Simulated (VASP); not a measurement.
Set up this calculation in VASP 6.6.1, as the native input.

| Quantity | Value |
| --- | --- |
| Task | band structure |
| Functional | HSE06 |
| Potentials or basis | VASP PAW PBE potentials, release 64 (Al, N) |
| Cutoff | 520 eV |
| k mesh | 6 × 6 × 6 |
| Occupations | gaussian, width 0.02 eV |
| Spin | no spin polarisation |
| Grid for exact exchange (PRECFOCK) | Fast |
| Screening parameter | 0.2 1/A |
| Further INCAR settings | ALGO = Normal; EDIFF = 1e-06 |

AlN:

```xyz
2
Lattice="0.0000 2.1840 2.1840 2.1840 0.0000 2.1840 2.1840 2.1840 0.0000" Properties=species:S:1:pos:R:3 pbc="T T T"
Al    0.0000    0.0000    0.0000
N     1.0920    1.0920    1.0920
```

Measurements of this composition are mostly on another form, of space group No. 186.

One way to write it, as run:

POSCAR

```
AlN
1.0
    0.0000000000      2.1839935596      2.1839935596
    2.1839935596      0.0000000000      2.1839935596
    2.1839935596      2.1839935596      0.0000000000
Al N
1 1
Direct
    0.0000000000      0.0000000000      0.0000000000
    0.2500000000      0.2500000000      0.2500000000
```

INCAR.step1

```
SYSTEM = AlN
  PREC = Accurate
  ENCUT = 520
  EDIFF = 1E-5
  ISMEAR = 0
  SIGMA = 0.02
  LREAL = .FALSE.
  LASPH = .TRUE.
  NELM = 100
  ALGO = Normal
  ISIF = 2
  LWAVE = .TRUE.
  LCHARG = .FALSE.
  GGA = PE
```

INCAR.step2

```
SYSTEM = AlN
  PREC = Accurate
  ENCUT = 520
  EDIFF = 1E-6
  ISMEAR = 0
  SIGMA = 0.02
  LREAL = .FALSE.
  LASPH = .TRUE.
  NELM = 100
  ALGO = Normal
  ISIF = 2
  LWAVE = .FALSE.
  LCHARG = .FALSE.
  GGA = PE
  LHFCALC = .TRUE.
  HFSCREEN = 0.2
  PRECFOCK = Fast
  ISTART = 1
```

KPOINTS

```
Automatic mesh
0
G
  6 6 6
  0 0 0
```

KPOINTS_OPT

```
path GXWKGLUWLK,UX
12
line-mode
reciprocal
 0.0000000000  0.0000000000  0.0000000000  G
 0.5000000000  0.0000000000  0.5000000000  X

 0.5000000000  0.0000000000  0.5000000000  X
 0.5000000000  0.2500000000  0.7500000000  W

 0.5000000000  0.2500000000  0.7500000000  W
 0.3750000000  0.3750000000  0.7500000000  K

 0.3750000000  0.3750000000  0.7500000000  K
 0.0000000000  0.0000000000  0.0000000000  G

 0.0000000000  0.0000000000  0.0000000000  G
 0.5000000000  0.5000000000  0.5000000000  L

 0.5000000000  0.5000000000  0.5000000000  L
 0.6250000000  0.2500000000  0.6250000000  U

 0.6250000000  0.2500000000  0.6250000000  U
 0.5000000000  0.2500000000  0.7500000000  W

 0.5000000000  0.2500000000  0.7500000000  W
 0.5000000000  0.5000000000  0.5000000000  L

 0.5000000000  0.5000000000  0.5000000000  L
 0.3750000000  0.3750000000  0.7500000000  K

 0.6250000000  0.2500000000  0.6250000000  U
 0.5000000000  0.0000000000  0.5000000000  X
```

Potentials or basis: VASP PAW PBE potentials, release 64 (Al, N).

Launch:

```bash
$ cat potpaw_PBE.64/Al/POTCAR potpaw_PBE.64/N/POTCAR > POTCAR
$ cp INCAR.step1 INCAR
$ mpirun -np 1 vasp_std > vasp.out
$ cp INCAR.step2 INCAR
$ mpirun -np 1 vasp_std > vasp.out
```

It gave:

```yaml
Pressure: -0.6 GPa
Band_gap_on_the_k_mesh: 4.58 eV, indirect (least direct gap 5.57 eV)
Band_gap_along_the_path: 4.58 eV, indirect (least direct gap 5.57 eV)
```

Caveat: the PAW data sets were made with another functional, which shifts forces and pressure a little.

Run time: 4.3 min on 1 thread of Intel(R) Xeon(R) 6975P-C (Granite Rapids), with other jobs on the host, peak memory 0.26 GiB.
